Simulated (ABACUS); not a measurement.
CdTe:

```
CELL_PARAMETERS angstrom
0.00000 3.20500 3.20500
3.20500 0.00000 3.20500
3.20500 3.20500 0.00000
ATOMIC_POSITIONS crystal
Te 0.75000 0.75000 0.75000
Cd 0.00000 0.00000 0.00000
```

Base run:

* Program: ABACUS 3.10.1
* Functional: B86bPBE
* Potentials or basis: Ansatz NC PBE
* Cutoff: 1129 eV
* Density cutoff: 4517 eV
* Basis: plane waves
* k mesh: 6 × 6 × 6
* Occupations: fermi-dirac, width 0.05 eV
* Spin: no spin polarisation

Its results: band gap on the k mesh 0.86 eV, direct; pressure 4.6 GPa.

Q: The run is repeated on the same cell with these changes: functional from B86bPBE to OLYP. What comes out?

A: Band gap on the k mesh 1.26 eV, direct; pressure 6.0 GPa.

Caveats: the potentials were made for another functional, which shifts forces and pressure; spin-orbit coupling is left out, which moves the levels of the heavy elements.

A k mesh can miss the band edges.

Not every run made on this cell is shown here.
